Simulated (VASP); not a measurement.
Crystal: CuO (Tenorite).

```
CELL_PARAMETERS angstrom
2.34185 -1.71130 0.00000
2.34185 1.71130 0.00000
-0.85003 0.00000 5.05787
ATOMIC_POSITIONS crystal
Cu 0.50000 0.00000 0.50000
Cu 0.00000 0.50000 0.00000
O 0.41840 0.58160 0.75000
O 0.58160 0.41840 0.25000
```

* Program: VASP 6.6.1
* Task: single point
* Functional: PBE
* Potentials or basis: VASP PAW PBE potentials, release 64 (Cu, O)
* Cutoff: 520 eV
* k mesh: 10 × 10 × 5
* Occupations: fermi-dirac, width 0.05 eV
* Spin: no spin polarisation

On this cell: pressure 6.4 GPa; largest force 0.219 eV/Å; band gap on the k mesh none (metal or under the smearing width).

The same run follows on a disturbed copy (atoms moved at random, drawn with an rms of 0.05 Å):

```
Cu O
1.0
     2.34185   -1.71130    0.00000
     2.34185    1.71130    0.00000
    -0.85003    0.00000    5.05787
Cu O
2 2
Direct
  0.50631 0.99109 0.50005
  0.99695 0.51187 0.00777
  0.41258 0.58217 0.75430
  0.57936 0.40935 0.25162
```

Problem. What does the disturbed cell give?

Solution. The energy (extrapolated to zero smearing) moves by +4.7 meV/atom; pressure 6.2 GPa; largest force 0.434 eV/Å; band gap on the k mesh none (metal or under the smearing width).

Forces in eV/Å, atoms in the order of the input:
```
Cu  -0.042  0.143  0.407
Cu  -0.192  0.028 -0.346
O    0.092 -0.348 -0.112
O    0.141  0.178  0.051
```

Stress tensor (GPa, compression positive):
```
 6.27 -0.21 -1.60
-0.21  6.92 -0.50
-1.60 -0.50  5.27
```

Caveats: the run has no spin polarisation, though such a crystal can be magnetic; semilocal functionals often make such compounds metallic where correlation or magnetic order opens a gap, which also shifts bond lengths.
